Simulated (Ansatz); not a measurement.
# CaS: the cost of one run

Method: DFT PBE, scalar-relativistic, in Ansatz 0.2.0.

The COD entry's cell or inner coordinates are ideal or old and differ from later refinements, so a difference from it is no clean test against experiment.

### 1 Starting point

Symmetry: Fm-3m, No. 225, cubic system. Conventional cell: a = 5.686 Å, b = 5.686 Å, c = 5.686 Å, α = 90.00°, β = 90.00°, γ = 90.00°. Ca (site symmetry m-3m) is surrounded by 6 S at 2.84 Å. S (site symmetry m-3m) has 6 Ca at 2.84 Å as nearest neighbours.

Structure file:

```
CELL_PARAMETERS angstrom
0.00000 2.84300 2.84300
2.84300 0.00000 2.84300
2.84300 2.84300 0.00000
ATOMIC_POSITIONS crystal
Ca 0.00000 0.00000 0.00000
S 0.50000 0.50000 0.50000
```

The structure is an experimental refinement, used without relaxation.

Atoms are numbered in the order of the input: Ca1, S2.

### 2 Volume × 0.95, LAPW

File input.yaml:

```yaml
crystal:
  lattice:
    - [0.0, 2.7948042486, 2.7948042486]
    - [2.7948042486, 0.0, 2.7948042486]
    - [2.7948042486, 2.7948042486, 0.0]
  atoms:
    - { symbol: Ca, position: [0.0, 0.0, 0.0] }
    - { symbol: S, position: [0.5, 0.5, 0.5] }
kpoints:
  mp_grid: { grid: [7, 7, 7] }
scf:
  occupations: { method: fermi_dirac, width: 0.01 }
hamiltonian:
  xc: pbe
  pseudopotentials: { kind: all_electron, lapw: { basis_error: 0.00025 } }
output:
  forces: true
  stress: true
  eigenvalues: true
```

Run with:

```
ansatz run input.yaml --threads 1 --pin off --max-ram 2048MiB --backend cpu --events-out ev --progress --plain --runs-dir out
```

**Question.** How long does this run take on 1 thread of Intel Xeon Platinum 8488C (Sapphire Rapids), shared host?

About 2.7 s.
